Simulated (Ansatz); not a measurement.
## Pressure against volume: CaF$_{2}$

```
Ca F
1.0
     0.00000    2.73125    2.73125
     2.73125    0.00000    2.73125
     2.73125    2.73125    0.00000
Ca F
1 2
Direct
  0.00000 0.00000 0.00000
  0.25000 0.25000 0.25000
  0.75000 0.75000 0.75000
```

The cell comes from COD entry 5000222, which wasn't checked; take it as a given geometry.

Levels of theory: DFT, LDA, all-electron LAPW, scalar-relativistic (Ansatz 0.2.0); DFT, LDA, PAW with Ansatz's default frozen-core files, scalar-relativistic (Ansatz 0.2.0).

For LAPW: a Γ-centred 10×10×10 k mesh, Fermi–Dirac smearing of 0.03 eV, basis error target 0.5 meV/atom, no spin polarisation. PAW takes a cutoff of 420 eV at this cell (files made with PBE, cores remade for this functional). The Ansatz runs share mesh, smearing and spin set-up. Plane-wave (PAW) pressures include the program's estimate of the Pulay term.

The cell above is scaled evenly, with fractional coordinates and shape held.

| V/V(cell) | V (Å³/atom) | P, LAPW (GPa) | P, PAW (GPa) | gap on the k mesh, LAPW (eV) |
| --- | --- | --- | --- | --- |
| 0.9400 | 12.768 | -1.37 | -1.38 | 7.28 |
| 0.9600 | 13.040 | -3.27 | -3.29 | 7.15 |
| 0.9800 | 13.311 | -4.96 | -4.97 | 7.03 |
| 0.9900 | 13.447 | -5.74 | -5.75 | 6.97 |
| 1.0000 | 13.583 | -6.46 | -6.47 | 6.91 |
| 1.0100 | 13.719 | -7.15 | -7.16 | 6.85 |
| 1.0200 | 13.855 | -7.79 | -7.80 | 6.80 |
| 1.0400 | 14.126 | -8.97 | -8.98 | 6.69 |
| 1.0600 | 14.398 | -10.01 | -10.02 | 6.58 |
